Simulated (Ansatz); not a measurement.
Runs of Ansatz 0.2.0 on MgS. Symmetry: P6_3mc, No. 186, hexagonal system. Conventional cell: a = 4.035 Å, b = 4.035 Å, c = 6.432 Å, α = 90.00°, β = 90.00°, γ = 120.00°. S (site symmetry 3m) has 4 Mg at 2.45 to 2.47 Å as nearest neighbours. Mg (site symmetry 3m) is surrounded by 4 S at 2.45 to 2.47 Å. The cell comes from a database or a generator and needn't be the stable form of this composition.

| task | level | cell | k mesh | points for each segment of the path | mesh quality | gap on the mesh (eV) | pressure (GPa) | relaxed volume (Å³/atom) | largest force (eV/Å) |
| --- | --- | --- | --- | --- | --- | --- | --- | --- | --- |
| band structure | PBE0 | as given | 6 × 6 × 4 | 4 | not flagged | 5.18 | 0.0 | - | 0.05 |
| band structure | HSE06 | as given | 6 × 6 × 4 | 4 | not flagged | 4.50 | 0.0 | - | 0.05 |
| relaxation of cell and atoms | PBE0 | relaxed | 4 × 4 × 4 | - | coarse | (b) | 0.0 | (a) | - |
| relaxation of cell and atoms | HSE06 | relaxed | 4 × 4 × 4 | - | coarse | 4.51 | 0.0 | 22.69 | - |

Alike in all rows: potentials or basis Ansatz PAW; no spin polarisation; cutoff (eV) 420; smearing fermi-dirac 0.05 eV.

Q: Fill in the values left out.

A: (a) 22.66; (b) 5.21.

Caveats: some runs use coarse meshes; the PAW data sets come from PBE, with cores solved anew for the run's functional, which leaves a small shift of forces and pressure; the thresholds are loose for stress (some runs); the plane-wave basis is chosen anew once the cell has moved, so the energies of steps on either side of that aren't comparable (some runs).

